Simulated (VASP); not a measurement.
# SnTe (Fm-3m) in VASP: a series of runs, part 2 of 2

VASP 6.6.1. Earlier steps stand in the parts before.

## 3. Single point, PBE

Input file INCAR:

```
SYSTEM = SnTe
ADDGRID  = .False.      
ALGO     = Normal         ! electronic algorithm
EDIFF    = 1E-7           ! SCF threshold, eV
ENCUT    = 460            ! plane-wave cutoff, eV
GGA      = PE             ! functional
ISIF     = 2              ! what is computed and relaxed
ISMEAR   = 0              ! smearing method
LASPH    = .True.         ! aspherical terms in the spheres
LCHARG   = .False.        ! write CHGCAR
LREAL    = .False.        ! projectors in reciprocal space
LWAVE    = .False.        ! write WAVECAR
NELM     = 100            ! most SCF steps
PREC     = Accurate       ! precision mode
SIGMA    = 0.01           ! smearing width, eV
```

Input file KPOINTS:

```
k-points
0
Gamma
  4 4 4
  0 0 0
```

Input file POSCAR:

```
SnTe
1.0
    0.0000000000      3.1508500000      3.1508500000
    3.1508500000      0.0000000000      3.1508500000
    3.1508500000      3.1508500000      0.0000000000
Te Sn
1 1
Direct
    0.5000000000      0.5000000000      0.5000000000
    0.0000000000      0.0000000000      0.0000000000
```

Potentials or basis: VASP PAW PBE potentials, release 64 (Te, Sn_d).

On the command line:

```sh
$ cat potpaw_PBE.64/Te/POTCAR potpaw_PBE.64/Sn_d/POTCAR > POTCAR
$ mpirun -np 1 vasp_std > vasp.out
```

OUTCAR:

```text
SYSTEM = SnTe
   EDIFF = 1E-7
   ENCUT = 460
   GGA = PE
   ISIF = 2
   ISMEAR = 0
   LASPH = .True.
   LREAL = .False.
   NELM = 100
   PREC = Accurate

 Found      8 irreducible k-points:

 Following reciprocal coordinates:
            Coordinates               Weight
  0.000000  0.000000  0.000000      1.000000
  0.250000  0.000000  0.000000      8.000000
  0.500000  0.000000  0.000000      4.000000
  0.250000  0.250000  0.000000      6.000000
  0.500000  0.250000  0.000000     24.000000
[... 179 lines left out ...]
------------------------ aborting loop because EDIFF is reached ----------------------------------------

  FORCE on cell =-STRESS in cart. coord.  units (eV):
  Direction    XX          YY          ZZ          XY          YZ          ZX
  --------------------------------------------------------------------------------------
  -------------------------------------------------------------------------------------
  Total        0.5966785      0.5966785      0.5966785      0.0000000      0.0000000     -0.0000000
  in kB       15.2805072     15.2805072     15.2805072      0.0000000      0.0000000     -0.0000000
  external PRESSURE =      15.2805072 kB  Pullay stress =       0.0000000 kB

 VOLUME and BASIS-vectors are now :
 -----------------------------------------------------------------------------
  energy-cutoff  :      460.00
  volume of cell :       62.56
      direct lattice vectors                 reciprocal lattice vectors
     0.000000000  3.150850000  3.150850000    -0.158687338  0.158687338  0.158687338
     3.150850000  0.000000000  3.150850000     0.158687338 -0.158687338  0.158687338
     3.150850000  3.150850000  0.000000000     0.158687338  0.158687338 -0.158687338

 POSITION                                       TOTAL-FORCE (eV/Angst)
 -----------------------------------------------------------------------------------
      3.15085      3.15085      3.15085        -0.000000      0.000000      0.000000
      0.00000      0.00000      0.00000         0.000000     -0.000000     -0.000000
 -----------------------------------------------------------------------------------
    total drift:                                0.000000     -0.000000     -0.000000

  FREE ENERGIE OF THE ION-ELECTRON SYSTEM (eV)
  ---------------------------------------------------
  free  energy   TOTEN  =        -7.5425133886 eV

  energy  without entropy=       -7.5425133886  energy(sigma->0) =       -7.54251339
```

It took 4.9 s on 1 thread of Intel Xeon Platinum 8488C (Sapphire Rapids), shared host; peak memory 0.17 GiB.

The run converged, but some of its settings lie outside the range that counts as converged, so its numbers aren't taken as properties of the crystal.

Results:

| Property | Result |
| --- | --- |
| Free energy | -7.5425 eV |
| Pressure | 1.5 GPa |
| Band gap on the k mesh | 0.09 eV, direct |

Caveat: the k mesh is coarse (spacing up to 0.43 Å⁻¹), so the values aren't converged; spin-orbit coupling is left out, which moves the levels of the heavy elements.

## 4. Single point, PBE

INCAR: that of step 3 with these lines changed.

```diff
@@ -13,3 +13,3 @@
 NELM     = 100            ! most SCF steps
-PREC     = Accurate       ! precision mode
-SIGMA    = 0.01           ! smearing width, eV
+PREC     = Low            ! precision mode
+SIGMA    = 0.05           ! smearing width, eV
```

KPOINTS is that of step 3.

POSCAR is that of step 3.

Potentials or basis: VASP PAW PBE potentials, release 64 (Te, Sn_d).

On the command line:

```sh
$ cat potpaw_PBE.64/Te/POTCAR potpaw_PBE.64/Sn_d/POTCAR > POTCAR
$ mpirun -np 1 vasp_std > vasp.out
```

OUTCAR:

```text
SYSTEM = SnTe
   EDIFF = 1E-7
   ENCUT = 460
   GGA = PE
   ISIF = 2
   ISMEAR = 0
   LASPH = .True.
   LREAL = .False.
   NELM = 100
   PREC = Low

 Found      8 irreducible k-points:

 Following reciprocal coordinates:
            Coordinates               Weight
  0.000000  0.000000  0.000000      1.000000
  0.250000  0.000000  0.000000      8.000000
  0.500000  0.000000  0.000000      4.000000
  0.250000  0.250000  0.000000      6.000000
  0.500000  0.250000  0.000000     24.000000
 -0.250000  0.250000  0.000000     12.000000
   k-points           NKPTS =      8   k-points in BZ     NKDIM =      8   number of bands    NBANDS=     14
   number of dos      NEDOS =    301   number of ions     NIONS =      2
   total plane-waves  NPLWV =  13824
   dimension x,y,z NGX =    24 NGY =   24 NGZ =   24
   dimension x,y,z NGXF=    24 NGYF=   24 NGZF=   24
   ions per type =               1   1
   NGX,Y,Z   is equivalent  to a cutoff of   8.95,  8.95,  8.95 a.u.
   NGXF,Y,Z  is equivalent  to a cutoff of   8.95,  8.95,  8.95 a.u.
 SYSTEM =  SnTe
   PREC   = low       normal or accurate (medium, high low for compatibility)
   ISTART =      0    job   : 0-new  1-cont  2-samecut
   ICHARG =      2    charge: 1-file 2-atom 10-const
   ISPIN  =      1    spin polarized calculation?
   LNONCOLLINEAR =      F non collinear calculations
   LSORBIT =      F    spin-orbit coupling
[... 71 lines left out ...]
     11      10.2877      0.00000
     12      10.2877      0.00000
     13      10.2880      0.00000
     14      11.6928      0.00000
[... 71 lines left out ...]
      1     -15.0055      2.00000
      2     -15.0035      2.00000
      3     -14.9901      2.00000
      4     -14.9878      2.00000
      5     -14.9875      2.00000
      6      -4.7160      2.00000
      7      -0.6389      2.00000
      8       2.8372      2.00000
      9       4.9248      2.00000
     10       5.9289      2.00000
     11       7.8615      0.00000
     12       8.1082      0.00000
     13      11.0670      0.00000
     14      12.8924      0.00000

 [... further k-points ...]

------------------------ aborting loop because EDIFF is reached ----------------------------------------

  FORCE on cell =-STRESS in cart. coord.  units (eV):
  Direction    XX          YY          ZZ          XY          YZ          ZX
  --------------------------------------------------------------------------------------
  -------------------------------------------------------------------------------------
  Total        0.6305873      0.6305873      0.6305873      0.0000000      0.0000000      0.0000000
  in kB       16.1488874     16.1488874     16.1488874      0.0000000      0.0000000      0.0000000
  external PRESSURE =      16.1488874 kB  Pullay stress =       0.0000000 kB

 VOLUME and BASIS-vectors are now :
 -----------------------------------------------------------------------------
  energy-cutoff  :      460.00
  volume of cell :       62.56
      direct lattice vectors                 reciprocal lattice vectors
     0.000000000  3.150850000  3.150850000    -0.158687338  0.158687338  0.158687338
     3.150850000  0.000000000  3.150850000     0.158687338 -0.158687338  0.158687338
     3.150850000  3.150850000  0.000000000     0.158687338  0.158687338 -0.158687338

 POSITION                                       TOTAL-FORCE (eV/Angst)
 -----------------------------------------------------------------------------------
      3.15085      3.15085      3.15085        -0.000000      0.000000      0.000000
      0.00000      0.00000      0.00000         0.000000     -0.000000     -0.000000
 -----------------------------------------------------------------------------------
    total drift:                               -0.000000     -0.000000     -0.000000

  FREE ENERGIE OF THE ION-ELECTRON SYSTEM (eV)
  ---------------------------------------------------
  free  energy   TOTEN  =        -7.5467536668 eV

  energy  without entropy=       -7.5453299419  energy(sigma->0) =       -7.54604180
```

OSZICAR:

```text
N       E                     dE             d eps       ncg     rms          rms(c)
DAV:   1     0.117243097473E+03    0.11724E+03   -0.90444E+03   230   0.147E+03
DAV:   2     0.215765142252E+01   -0.11509E+03   -0.11363E+03   242   0.372E+02
DAV:   3    -0.732747628127E+01   -0.94851E+01   -0.94651E+01   278   0.969E+01
DAV:   4    -0.758263960735E+01   -0.25516E+00   -0.25512E+00   272   0.172E+01
DAV:   5    -0.759414212889E+01   -0.11503E-01   -0.11502E-01   334   0.344E+00    0.596E+00
DAV:   6    -0.754650928704E+01    0.47633E-01   -0.12029E-01   298   0.289E+00    0.390E+00
DAV:   7    -0.754746245746E+01   -0.95317E-03   -0.54891E-02   268   0.156E+00    0.701E-01
DAV:   8    -0.754662368684E+01    0.83877E-03   -0.88595E-03   268   0.884E-01    0.212E-01
DAV:   9    -0.754675928746E+01   -0.13560E-03   -0.49648E-04   266   0.233E-01    0.913E-02
DAV:  10    -0.754675246123E+01    0.68262E-05   -0.59018E-05   290   0.855E-02    0.383E-02
DAV:  11    -0.754675387823E+01   -0.14170E-05   -0.17520E-05   248   0.424E-02    0.162E-02
DAV:  12    -0.754675366645E+01    0.21178E-06   -0.20900E-06   272   0.184E-02    0.164E-03
DAV:  13    -0.754675352289E+01    0.14356E-06   -0.10876E-07   186   0.259E-03    0.264E-03
DAV:  14    -0.754675367982E+01   -0.15693E-06   -0.10392E-08   154   0.105E-03    0.448E-04
DAV:  15    -0.754675366677E+01    0.13050E-07   -0.83061E-09   124   0.116E-03
   1 F= -.75467537E+01 E0= -.75460418E+01  d E =-.142372E-02
```

It took 3.4 s on 1 thread of Intel Xeon Platinum 8488C (Sapphire Rapids), shared host; peak memory 0.11 GiB.

The run converged, but some of its settings lie outside the range that counts as converged, so its numbers aren't taken as properties of the crystal.

Results:

```yaml
Free_energy: -7.5468 eV
Pressure: 1.6 GPa
Band_gap_on_the_k_mesh: 0.10 eV, direct
```

Caveat: the k mesh is coarse (spacing up to 0.43 Å⁻¹), so the values aren't converged; spin-orbit coupling is left out, which moves the levels of the heavy elements.

## 5. Single point, PBE

INCAR: that of step 4 with these lines changed.

```diff
@@ -13,3 +13,3 @@
 NELM     = 100            ! most SCF steps
-PREC     = Low            ! precision mode
+PREC     = Normal         ! precision mode
 SIGMA    = 0.05           ! smearing width, eV
```

KPOINTS is that of step 4.

POSCAR is that of step 4.

On the command line:

```sh
$ cat potpaw_PBE.64/Te/POTCAR potpaw_PBE.64/Sn_d/POTCAR > POTCAR
$ mpirun -np 1 vasp_std > vasp.out
```

It took 3.8 s on 1 thread of Intel Xeon Platinum 8488C (Sapphire Rapids), shared host; peak memory 0.13 GiB.

These settings aren't checked as converged: the numbers below hold their error.

What came out:

```yaml
Free_energy: -7.5430 eV
Pressure: 1.6 GPa
Band_gap_on_the_k_mesh: 0.10 eV, direct
```

Caveat: the k mesh is coarse (spacing up to 0.43 Å⁻¹), so the values aren't converged; spin-orbit coupling is left out, which moves the levels of the heavy elements.
